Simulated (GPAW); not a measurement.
The system is KMgF3.

```
K Mg F
1.0
     3.98590    0.00000    0.00000
     0.00000    3.98590    0.00000
     0.00000    0.00000    3.98590
K Mg F
1 1 3
Direct
  0.50000 0.50000 0.50000
  0.00000 0.00000 0.00000
  0.00000 0.00000 0.50000
  0.00000 0.50000 0.00000
  0.50000 0.00000 0.00000
```

Program: GPAW 26.7.0. Alike in all runs: task dielectric tensor; no spin polarisation; cell as given; k mesh 6 × 6 × 6; cutoff (eV) 650; smearing fermi-dirac 0.001 eV.

Order these runs on this cell by their band gap on the k mesh, lowest first.
A. level RPBE; potentials or basis the program's PAW data sets (release 1.2.1) made for this functional, pw
B. level LDA; potentials or basis the program's PAW data sets (release 1.2.1) made for this functional, pw
C. level PBEsol; potentials or basis PAW data sets generated in the run's folder for this functional, pw
D. level GLLB-SC; potentials or basis the program's PAW data sets (release 1.2.1) made for this functional, pw
E. level AM05; potentials or basis PAW data sets generated in the run's folder for this functional, pw

B (6.96 eV), C (7.13 eV), E (7.32 eV), A (7.63 eV), D (9.49 eV).

Caveats: the long-wavelength limit can be off by a per cent or two; an odd mesh through Γ misses points on the zone boundary, where band edges often lie; a model potential gives levels but no total energy (some runs); response on these states lacks terms of the Hamiltonian (some runs).
